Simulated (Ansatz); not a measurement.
## Structure relaxation of MgB2

All numbers below come from DFT PBE, scalar-relativistic, plane waves, PAW in Ansatz 0.2.0.

The start puts MgB2 on the cadmium chloride structure type (R-3m, No. 166), with Mg in place of Cd, B in place of Cl, at a guessed volume.

The final relaxation ran on this input, with the default PAW datasets:

```yaml
crystal:
  lattice:
    - [1.5195789653, 0.8773293247, 4.1741408653]
    - [-1.5195789653, 0.8773293247, 4.1741408653]
    - [0.0, -1.7546586494, 4.1741408653]
  atoms:
    - { symbol: Mg, position: [0.0, 0.0, 0.0] }
    - { symbol: B, position: [0.8212803147, 0.8212803147, 0.8212803147] }
    - { symbol: B, position: [0.1787196853, 0.1787196853, 0.1787196853] }
basis:
  ecutwfc: 420
kpoints:
  mp_grid: { grid: [18, 18, 18] }
hamiltonian:
  xc: pbe
scf:
  occupations: { method: gaussian, width: 0.1 }
output:
  forces: true
  stress: true
  eigenvalues: true
relax:
  adjacent_minimum: "off"
  f_tol: 0.01
  max_steps: 80
  cell: { stress_tol: 0.05 }
```

Launched as:

```bash
ansatz run input.yaml --threads 1 --pin off --max-ram 2560MiB --backend cpu --events-out ev --progress --plain --runs-dir out
```

It took 92 s on 1 thread of Arm Neoverse V1, with other jobs on the host, peak memory 0.51 GiB.

End of the output:

```
SCF converged after 8 iterations
Free energy (F): -2234.745159 eV
Harris-Foulkes:  -2234.745159 eV  (|F-HF|=4.55e-13)
Internal energy: -2234.739063 eV  (E = F + TS)
E sigma→0 (E₀):  -2234.742111 eV
Entropy (-TS):   -0.006096 eV (-2.032 meV/atom)
Fermi energy:    7.593252 eV
--- Per-component energies (eV) ---
  E_band       = -317.970223
  E_kinetic    = 169.678719
  E_local      = -1615.942329  (includes V_loc(G=0)·N_el)
  E_nonlocal   = 119.308556
  E_hartree    = 576.775222
  E_xc         = -92.460210
  E_vxc        = -112.669070  (∫ρ·V_xc dr)
  E_paw        = -448.863377  (= ΣΔE_a)
  E_vpaw       = -31.896530  (= ΣTr[D̂ρ^β])
  E_aug_tail   = -0.000010  (compensation charges beyond the density's cutoff)
  E_ewald      = -943.235633
  E_smearing   = -0.006096  (= −TS)
  E_closure    = 0.000000  (closes the sum)
  Σ components = -2234.745159   (vs F -2234.745159, Δ=0.00e0)
--- Forces (eV/Å), atoms counted from 1 ---
  atom   1  Mg     0.00000000     0.00000000     0.00000000
  atom   2  B      0.00000000     0.00000000    -0.00122773
  atom   3  B      0.00000000     0.00000000     0.00122773
  max |Σ_I F_I| component: 2.17e-19 eV/Å
--- Stress (GPa, compression-positive) ---
        0.010863       0.000000       0.000000
        0.000000       0.010863       0.000000
        0.000000       0.000000       0.001965
  P = ⅓ Tr σ = 0.0079 GPa (0.079 kbar)
--- Relaxed structure (4 steps of the walk, 4 accepted, 2 SCFs on fresh bases) ---
  F+E_penalty+E_count = -2234.74515854 eV   max|allowed force component| = 1.228e-3 eV/Å   (the final SCF, on the basis selected at the relaxed cell)
  cell:  # Å, volume = 33.3672 Å³
    - [1.523374, 0.879520, 4.150647]
    - [-1.523374, 0.879520, 4.150647]
    - [0.000000, -1.759040, 4.150647]
  atoms:
    - { symbol: Mg, position: [0.000000, 0.000000, 0.000000] }
    - { symbol: B, position: [0.821647, 0.821647, 0.821647] }
    - { symbol: B, position: [0.178353, 0.178353, 0.178353] }
```

Absolute energies hang on the potentials; compare differences alone.

The result has space group R-3m (No. 166). Mg has 2 B at 2.22 Å; around B lie 3 B at 1.78 Å.

Against the elements it lies at 0.30 eV/atom. Formation energies are uncorrected and refer to the elements' standard structures at the same level.

For metals, differences of a few meV/atom aren't resolved.

A structure relaxed within its symmetry needn't be a true minimum.